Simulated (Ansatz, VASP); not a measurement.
# TiS2: VASP beside Ansatz

```
CELL_PARAMETERS angstrom
3.31847 0.00000 0.00000
-1.65924 2.87388 0.00000
0.00000 0.00000 5.53889
ATOMIC_POSITIONS crystal
Ti 0.00000 0.00000 0.00000
S 0.33333 0.66667 0.25000
S 0.66667 0.33333 0.75000
```

Alike in both runs: task single point; functional r2SCAN; k mesh 6 × 6 × 3; no spin polarisation.

```csv
,VASP,Ansatz
version,VASP 6.6.1,Ansatz 0.2.0
potentials or method,"VASP PAW PBE potentials, release 64 (Ti_sv, S)","plane waves, PAW"
plane-wave cutoff (eV),520,558
occupations,"methfessel-paxton of order 1, width 0.02 eV","cold, width 0.02 eV"
valence electrons in the cell,24,24
```

|  | VASP | Ansatz | Ansatz less VASP |
| --- | --- | --- | --- |
| pressure (GPa) | 10.5 | 10.3 | -0.19 |
| largest component of the traceless stress (GPa) | 1.29 | 1.08 | -0.209 |

Caveats: the PAW data sets were made with another functional, which shifts forces and pressure a little (VASP); an odd mesh through Γ misses points on the zone boundary, where band edges often lie. r2SCAN opens gaps a little over a GGA but as a rule still falls short of measured ones.
